Question: Is the wall of this binding curve wrong, or is my picture of it?

I am looking at a calculation in which a hydrogen atom is moved up and down over a rigid molybdenum slab. Height is measured from the topmost Mo atom, energy from the lowest point of the scan, and a positive force along the normal pushes the hydrogen away from the slab.

H over the point (1/3, 1/3) of the 1×1 surface cell (edges 2.801 Å) of a rigid four-layer fcc Mo(100) slab. Ansatz 0.2.0, plane-wave PAW, PBEsol, scalar-relativistic, no spin polarisation; cutoff 420 eV, 10×10×1 k mesh, Gaussian smearing of 0.1 eV. Heights count from the top Mo atom, energies from the lowest point of the scan; positive forces point away from the slab.

```
height (Å)  energy (eV)  force along normal (eV/Å)
     0.642        0.847                      2.918
     0.892        0.252                      1.714
     1.192        0.000                      0.000
     1.492        0.198                     -1.220
     1.892        0.851                     -1.880
     2.392        1.768                     -1.674
     3.192        2.702                     -0.703
     4.192        3.060                     -0.134
```

This looks like an ordinary binding well, so I fitted a Morse curve in the height to the six rows from the minimum outwards. It follows them tolerably. When I continue it inwards, it gives 2.08 eV at the lowest height, where the calculation has only 0.85 eV. Are the two lowest rows faulty, or is there a physical reason for such a soft wall?

Answer:

The two rows are sound. A quick test is to compare the energy with the force, since one is the slope of the other. Between the two lowest heights the mean force is (2.918 + 1.714)/2 = 2.316 eV/Å. Over 0.25 Å this amounts to 0.58 eV, and the energies differ by 0.847 − 0.252 = 0.595 eV. The softness is therefore a property of the calculated surface and not a slip in one energy.

The forces even show it without any fit. When two atoms are pressed together, their electron clouds overlap more and more, and the repulsion normally stiffens with every step. Here the normal force grows by 5.7 eV/Å per ångström on the first step inwards from the minimum, but by only 4.8 on the next. A Morse curve in the height must do the opposite, because its wall stiffens all the way in.

The reason lies in where the hydrogen stands. It isn't above a molybdenum atom but over a point one third of the way along both edges of the surface cell, about 1.3 Å to the side of the nearest Mo. Lowering it doesn't drive it head-on into that atom; it moves down past the atom's flank. Two things follow from this geometry. The bond shortens by less than the height does: going from the minimum to the lowest row takes away 0.55 Å of height but only 0.31 Å of bond length. The repulsion also turns sideways, so that a shrinking part of it acts along the normal.

If this is right, the repulsion that the normal force lacks must turn up in the sideways force. The same calculation gives that force for the three lowest heights, and it does stiffen: by 7.0 eV/Å per ångström on the first step inwards and by 11.5 on the second. At the lowest height the sideways force is 5.65 eV/Å, about twice the normal one. The wall is hard after all, but most of its push is directed along the surface.

The direction of the force tells which atom is responsible. A push from the nearest Mo alone would act along the line joining the two atoms, with a ratio of sideways to normal force equal to sideways distance over height. At the lowest height this geometric ratio is 1.320/0.642 = 2.06, and the calculated forces give 5.651/2.918 = 1.94. At the next height the two ratios are 1.48 and 1.62. On the wall, then, the force points nearly away from the nearest Mo, which is good evidence that this one contact dominates there. The forces on the slab agree: at the lowest height the hydrogen feels 4.0 eV/Å along each cell edge, and the top Mo feels 3.9 eV/Å the opposite way.

The remedy for your fit is to keep the Morse formula and change its variable. Let h be the height, b the sideways distance and d the distance from the hydrogen to the nearest Mo:

b = √2 × 2.801 Å / 3 = 1.320 Å

d = √(h² + b²)

E = D [1 − exp(−a (d − d₀))]²

Here d₀ = 1.779 Å is the distance at the minimum of the scan, while D and a are fitted, just as in your version. The force along the normal follows from the chain rule:

F = −(dE/dd) × h/d

The last factor is the geometric part of the story. It falls from 0.67 at the minimum to 0.44 at the lowest height, so less than half of the push along the bond is then felt as a normal force.

Fitted to the same six rows, the new version gives D = 3.25 eV and a = 1.40 per Å. The lowest row took no part in the fit, so it makes a fair trial:

d = √(0.642² + 1.320²) = 1.468 Å

d − d₀ = −0.311 Å

E = 3.25 × [1 − exp(1.40 × 0.311)]² ≈ 0.97 eV

The calculated value is 0.85 eV. The error has shrunk from 1.23 eV to 0.12 eV with no additional fitted constant. Much of the larger error does not arise on the wall itself. To follow the outer rows, the curve in height has to be too stiff at the minimum already: its curvature there, 2Da², is 7.5 eV/Å², while the calculated force changes by 5.7 and 4.1 eV/Å per ångström on the steps to either side. A height curve fitted only near the minimum would be expected to miss by much less, though its wall would still stiffen where the calculated one doesn't. The model also reproduces the odd behaviour of the normal force, which in it too grows more slowly on the second step inwards than on the first. The output printed below compares both versions row by row.

This also tells you what to expect at another place on the same surface. Straight above a Mo atom b is zero, distance and height are the same thing, and a Morse curve in the height should keep its hard wall. The further the hydrogen stands to the side, the softer the wall should look from above. Over the hollow the four nearest Mo atoms stand about 2 Å to the side, further than d₀, so on this model they never push at all, and whatever force each exerts acts along the normal only with the share h/d. There the wall should harden only when the hydrogen comes close to the Mo atom of the second layer, straight below. That is an inference from the geometry, since the scan covers one place only.

A single bond isn't the whole surface, and the clearest sign of this is at the minimum itself. The model has no force at all there, neither upwards nor sideways. The calculation agrees about the normal force, but it finds a sideways force of 0.69 eV/Å towards the hollow between four Mo atoms. One bond that acts along its own line can't push sideways without also pushing up or down, so the rest of the slab must take part. The forces on the Mo atoms show where: along each cell edge the hydrogen feels 0.49 eV/Å, and the opposite force is 0.37 eV/Å on the second-layer atom under the hollow but only 0.17 eV/Å on the top layer. That atom is more than 3 Å away, so this is no simple extra contact, and the scan doesn't tell how the pull is transmitted. On the wall the model errs the other way and makes the sideways force at the lowest height about 22 % too large.

That sideways force also limits what the zero of energy means. The hydrogen is at rest only against moving up or down; if released, it would start towards the hollow. The zero is therefore not the energy of the adsorption site, and the wall is not the barrier for hydrogen to enter the metal. The slab is also a face-centred cubic form of molybdenum, whereas the ordinary metal is body-centred, so its energies shouldn't be carried over to ordinary molybdenum surfaces. Nor is the hydrogen alone: the cell holds one for every surface Mo, so a whole layer moves at once.

The outer side of the curve looks smooth for a less welcome reason. The calculation forbids a magnetic moment, yet a free hydrogen atom has one unpaired electron and lies roughly 1 eV lower when this is allowed. For the layer lifted here, with neighbours 2.8 Å apart whose orbitals still overlap, the gain is expected to be smaller but not to vanish. The outer rows are therefore too high, and neither the last energy nor the fitted D is a desorption energy. With spin included, the curve should bend away below the present one once the atom is far enough out to regain its moment. That is where I would look for a genuine break, one made by the electrons and not by the choice of variable.

The analysis program printed:

```
fit of energy on 6 rows (height > 1.1): coefficient of (1-exp(-s*(height-h0)))**2 3.402 +/- 0.05, s 1.05; rms 0.0548, worst 3.192 -0.0822, leave-one-out rms 0.135
  rows outside the fit (model, value, miss): 0.642 2.078, 0.847, 1.23; 0.892 0.4664, 0.252, 0.214
fit of energy on 6 rows (height > 1.1): coefficient of (1-exp(-s*(dist-dist0)))**2 3.252 +/- 0.024, s 1.4; rms 0.027, worst 3.192 -0.0434, leave-one-out rms 0.0668
  rows outside the fit (model, value, miss): 0.642 0.9652, 0.847, 0.118; 0.892 0.2856, 0.252, 0.0336
Bond length, geometry and model errors:
    row  H-Mo (A)  height/distance  stiffness from row before (eV/A2)  height model error (eV)  bond model error (eV)  bond model normal force (eV/A)  bond model sideways force (eV/A)
  0.642     1.468           0.4373                                n/a                    1.231                 0.1182                           3.351                             6.892
  0.892     1.593           0.5598                              4.816                   0.2144                0.03356                           1.958                             2.898
  1.192     1.779           0.6701                              5.713                        0                      0                               0                                 0
  1.492     1.992           0.7489                              4.067                  0.05039                0.01908                          -1.306                            -1.156
  1.892     2.307             0.82                               1.65                  0.07065                 0.0375                          -1.863                              -1.3
  2.392     2.732           0.8755                             -0.412                 -0.02227              -0.002885                          -1.546                           -0.8533
  3.192     3.454           0.9241                             -1.214                  -0.0822               -0.04342                         -0.7287                           -0.3014
  4.192     4.395           0.9538                             -0.569                  0.05666                0.02691                         -0.2172                           -0.0684
Computed sideways force at height 0.642 (eV/A): 5.651
Computed sideways force at height 0.892 (eV/A): 2.777
Computed sideways force at height 1.192 (eV/A): 0.6869
Growth of sideways force per A of lowering, 0.892 to 0.642 (eV/A2): 11.5
Growth of sideways force per A of lowering, 1.192 to 0.892 (eV/A2): 6.965
Height model energy over computed energy at 0.642: 2.454
Bond model energy over computed energy at 0.642: 1.14
Bond model sideways force over computed one at 0.642: 1.219
```
